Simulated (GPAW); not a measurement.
The system is AlN.

```
Al N
1.0
     0.00000    2.18399    2.18399
     2.18399    0.00000    2.18399
     2.18399    2.18399    0.00000
Al N
1 1
Direct
  0.00000 0.00000 0.00000
  0.25000 0.25000 0.25000
```

Measurements of this composition are mostly on another form, of space group No. 186.

Base run:

- Program: GPAW 26.7.0
- Functional: GLLB-SC
- Potentials or basis: the program's PAW data sets (release 1.2.1) made for this functional
- Cutoff: 800 eV
- Basis: pw
- k mesh: 10 × 10 × 10
- Occupations: fermi-dirac, width 0.05 eV
- Spin: no spin polarisation

Its results: band gap on the k mesh with the derivative discontinuity 6.01 eV.

Problem. The run is repeated on the same cell with these changes: functional from GLLB-SC to revPBE. What comes out?

Solution. Band gap on the k mesh 3.33 eV, indirect (least direct gap 4.21 eV).

Caveats: the GLLB-SC gap is the Kohn-Sham gap of the path plus the derivative discontinuity (some runs); a model potential gives levels but no total energy (some runs).

Not every run made on this cell is shown here.
